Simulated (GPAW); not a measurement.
The system is WC (Qusongite).

```
W C
1.0
     2.90650    0.00000    0.00000
    -1.45325    2.51710    0.00000
     0.00000    0.00000    2.83660
W C
1 1
Direct
  0.00000 0.00000 0.00000
  0.66667 0.33333 0.50000
```

Base run:

- Program: GPAW 26.7.0
- Functional: PBE
- Potentials or basis: JTH PAW 2.0, PBE
- Cutoff: 800 eV
- Basis: pw
- k mesh: 10 × 10 × 9
- Occupations: fermi-dirac, width 0.05 eV
- Spin: no spin polarisation

Its results: pressure 6.0 GPa.

Q: The run is repeated on the same cell with these changes: potentials or basis from JTH PAW 2.0, PBE to GPAW PAW data sets (gpaw-data 1.2.1); occupations from fermi-dirac, width 0.05 eV to gaussian, width 0.024 eV. What comes out?

A: Pressure 5.4 GPa.

Caveats: the program truncates these outside data sets (some runs).

Not every run made on this cell is shown here.
